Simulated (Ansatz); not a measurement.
HgTe:

```
Hg Te
1.0
     0.00000    3.18000    3.18000
     3.18000    0.00000    3.18000
     3.18000    3.18000    0.00000
Hg Te
1 1
Direct
  0.00000 0.00000 0.00000
  0.50000 0.50000 0.50000
```

Measurements of this composition are mostly on another form, of space group No. 216.

A run of Ansatz 0.2.0 on this cell left the log below. Logs are shortened: lines on timing, memory, paths and dates and some standing lists are left out, and cuts for length are marked.

```text
Warning: RAYON_NUM_THREADS=1 ignored (pool sized by the plan → 1); use --threads N
LAPW: plane waves up to 7.014 Å⁻¹, error target 1.0e-3 eV per atom; small_component_spin mean_spin; Te in spheres of 1.553 Å, 24 of its electrons in bands, Dirac shells []; Hg in spheres of 1.627 Å, 34 of its electrons in bands, Dirac shells [] (how accurate: hamiltonian.pseudopotentials.lapw.basis_error, Limitations)
Engine: ansatz 0.2.0, aarch64-unknown-linux-gnu
Pseudopotentials: kind: all_electron
Pseudopotential: Hg, LAPW, valence charge 34, lapw/all_electron/scalar/gaussian/Hg, Koelling and Harmon's equation, gaussian nucleus
Pseudopotential: Te, LAPW, valence charge 24, lapw/all_electron/scalar/gaussian/Te, Koelling and Harmon's equation, gaussian nucleus
Functional definition: SPW92
  exchange = slater_x
  correlation = pw_c
Crystal: 2 atoms, lattice volume = 64.315 Å³
Basis set: ecut = 187.45787873199313 eV, 339 PW (Γ), exchange–correlation at level 2
Bands: 35, of which v1, the nominal top of the filled ones, is band 29 counted from 1 (28 counted from 0)
Symmetry: 48 space group operations
Space group: Fm-3m (ITA 225), of the structure as read, at distance tolerance 4.0e-5 Å
k-points: 20 of 343
Non-local potential: Hg, projectors of the file, none
Non-local potential: Te, projectors of the file, none
Initial density: superposition of atomic densities (chi_scale 0.1, normalization cell, long waves kept (reshape's long-wave potential 0.00 eV rms))
Initial wavefunctions: plane waves of lowest kinetic energy (no species holds an atomic orbital)
Functional: x = slater, c = lda
iter 1 solved again at ethr=4.05e-4 eV; its pass at ethr=1.00e-1 eV (dr2=2.35e-1 eV) is discarded
SCF iter   1: F=—  HF=-718270.780218 eV  |F-HF|=—  |Δ(HF+E_count)|=         —  Δρ=1.32e-2  dr2=2.35e-1  ethr=4.05e-4  ⟨swp⟩=2.9  Hψ=4330  notcnv=0
preconditioner: auto → none  [insulator: Δε(μ)=0.170 eV  Ē_g=10.969 eV  σ=0.100 eV  W_gap=0.73  n_scr=14 (ndim 8)  ℏωp=19.6 eV  f_vac=0.166  D(μ)=0.78/eV (n_scr^D=0)  ε∞_Penn≈4.2]
iter 2 solved again at ethr=3.99e-5 eV; its pass at ethr=4.05e-4 eV (dr2=2.32e-2 eV) is discarded
SCF iter   2: F=—  HF=-718270.630186 eV  |F-HF|=—  |Δ(HF+E_count)|=   1.50e-1  Δρ=4.57e-3  dr2=2.32e-2  ethr=3.99e-5  ⟨swp⟩=2.0  Hψ=3588  notcnv=0
preconditioner: auto → LDOS  [metal: Δε(μ)=0.152 eV  Ē_g=11.546 eV  σ=0.100 eV  W_gap=0.49  n_scr=14 (ndim 8)  ℏωp=19.6 eV  f_vac=0.142  D(μ)=1.06/eV (n_scr^D=8)  β→1.0]
SCF iter   3: F=—  HF=-718270.588876 eV  |F-HF|=—  |Δ(HF+E_count)|=   4.13e-2  Δρ=1.55e-3  dr2=9.49e-4  ethr=3.99e-5  ⟨swp⟩=2.2  Hψ=2042  notcnv=0
SCF iter   4: F=—  HF=-718270.587085 eV  |F-HF|=—  |Δ(HF+E_count)|=   1.79e-3  Δρ=5.35e-4  dr2=1.10e-4  ethr=1.64e-6  ⟨swp⟩=2.4  Hψ=2045  notcnv=0
SCF iter   5: F=—  HF=-718270.586836 eV  |F-HF|=—  |Δ(HF+E_count)|=   2.48e-4  Δρ=1.89e-4  dr2=1.67e-5  ethr=1.90e-7  ⟨swp⟩=2.0  Hψ=2035  notcnv=0
SCF iter   6: F=—  HF=-718270.586825 eV  |F-HF|=—  |Δ(HF+E_count)|=   1.15e-5  Δρ=4.16e-5  dr2=6.65e-7  ethr=2.88e-8  ⟨swp⟩=2.0  Hψ=2035  notcnv=0
SCF iter   7: F=-718270.586825 eV  HF=-718270.586825 eV  |F-HF|=3.75e-8  |Δ(HF+E_count)|=   8.61e-9  Δρ=9.27e-6  dr2=3.26e-8  ethr=1.15e-9  ⟨swp⟩=2.0  Hψ=2035  notcnv=0
SCF 1 converged in 7 iterations: F = -718270.586825 eV  dr2 = 3.26e-8
SCF converged after 7 iterations
Free energy (F): -718270.586825 eV
Harris-Foulkes:  -718270.586825 eV  (|F-HF|=3.75e-8)
Internal energy: -718270.582511 eV  (E = F + TS)
E sigma→0 (E₀):  -718270.584668 eV
Entropy (-TS):   -0.004314 eV (-2.157 meV/atom)
Fermi energy:    10.918712 eV
--- Per-component energies (eV) ---
  E_band       = -2698.755577
  E_kinetic    = 805259.131194
  E_xc         = -14476.638800
  E_electrostatic = -1509053.074904  (all electrons and nuclei)
  E_smearing   = -0.004314  (= −TS)
  E_closure    = 0.000000  (closes the sum)
  E_atoms      = -718266.013367  (free atoms, spherical and without spin; not in F)
  Σ components = -718270.586825   (vs F -718270.586825, Δ=0.00e0)
  Basis errors (estimates in eV, not in F): energy 3.2e-4 per atom: plane waves 3.1e-4 (1.7e-4 summed), levels above the bands 0.0e0, relativity 6.2e-9, radial functions 9.0e-6, core shells 7.3e-8; eigenvalues (radial functions only) 6.9e-6; not estimated: angular momenta, meshes, grids; target (lapw.basis_error) 1.0e-3; muffin-tin radii Te 1.553 Å, Hg 1.627 Å
--- Forces (eV/Å), atoms counted from 1 ---
  atom   1  Hg     0.00000000    -0.00000000     0.00000000
  atom   2  Te     0.00000000    -0.00000000     0.00000000
  max |Σ_I F_I| component: 4.93e-31 eV/Å
--- Stress (GPa, compression-positive) ---
       -7.847616      -0.000000      -0.000000
       -0.000000      -7.847616      -0.000000
       -0.000000      -0.000000      -7.847616
  P = ⅓ Tr σ = -7.8476 GPa (-78.476 kbar)
--- Band table (eV; the first three rows and the last of 20) ---
  k-point 0: bands = ["-147.6563", "-103.5716", "-97.8693", "-97.8693", "-97.8693", "-81.6202", "-81.6202", "-81.6202", "-81.6200", "-81.6200", "-81.6200", "-81.6197", "-51.8784", "-51.8784", "-51.8784", "-25.4421", "-25.4421", "-25.4418", "-25.4418", "-25.4418", "-0.4428", "4.6429", "4.6429", "4.6958", "4.6958", "4.6958", "9.3369", "10.3390", "10.3390", "10.3390", "18.2367", "18.2367", "18.2367", "18.5231", "18.5231"]
  k-point 1: bands = ["-147.6563", "-103.5716", "-97.8693", "-97.8693", "-97.8693", "-81.6202", "-81.6202", "-81.6202", "-81.6200", "-81.6200", "-81.6200", "-81.6197", "-51.8785", "-51.8784", "-51.8784", "-25.4421", "-25.4421", "-25.4418", "-25.4417", "-25.4417", "-0.3095", "4.5976", "4.5976", "4.6809", "4.7148", "4.7148", "8.1043", "10.4566", "10.4566", "11.5127", "16.6133", "17.1982", "17.1982", "18.4164", "18.9884"]
  k-point 2: bands = ["-147.6563", "-103.5716", "-97.8693", "-97.8693", "-97.8693", "-81.6202", "-81.6202", "-81.6202", "-81.6200", "-81.6200", "-81.6200", "-81.6197", "-51.8785", "-51.8785", "-51.8785", "-25.4420", "-25.4420", "-25.4416", "-25.4414", "-25.4414", "0.0329", "4.4930", "4.4930", "4.6110", "4.7657", "4.7657", "6.7435", "10.7447", "10.7447", "12.6866", "15.0680", "15.8941", "15.8941", "18.8032", "19.9237"]
  k-point 19: bands = ["-147.6563", "-103.5716", "-97.8693", "-97.8693", "-97.8693", "-81.6202", "-81.6202", "-81.6202", "-81.6200", "-81.6200", "-81.6200", "-81.6197", "-51.8786", "-51.8786", "-51.8785", "-25.4422", "-25.4417", "-25.4415", "-25.4413", "-25.4409", "0.4331", "4.5018", "4.6579", "4.7239", "4.8564", "5.0509", "6.7999", "8.0877", "8.9196", "12.0688", "15.5444", "17.2574", "17.8214", "19.8361", "20.8790"]
```

Question: Write the input and the command behind it.

Answer: Single point with LDA, no spin polarisation. The files as run (others can give the same):

input.yaml
```yaml
crystal:
  lattice:
    - [0.0, 3.18, 3.18]
    - [3.18, 0.0, 3.18]
    - [3.18, 3.18, 0.0]
  atoms:
    - { symbol: Hg, position: [0.0, 0.0, 0.0] }
    - { symbol: Te, position: [0.5, 0.5, 0.5] }
kpoints:
  mp_grid: { grid: [7, 7, 7] }
scf:
  occupations: { method: gaussian, width: 0.1 }
hamiltonian:
  xc: lda
  pseudopotentials: { kind: all_electron, lapw: { basis_error: 0.001 } }
output:
  forces: true
  stress: true
  eigenvalues: true
```

Potentials or basis: all-electron LAPW, scalar-relativistic.
The run is started by
```sh
$ ansatz run input.yaml --threads 1 --pin off --max-ram 3072MiB --backend cpu --events-out ev --progress --plain --runs-dir out
```
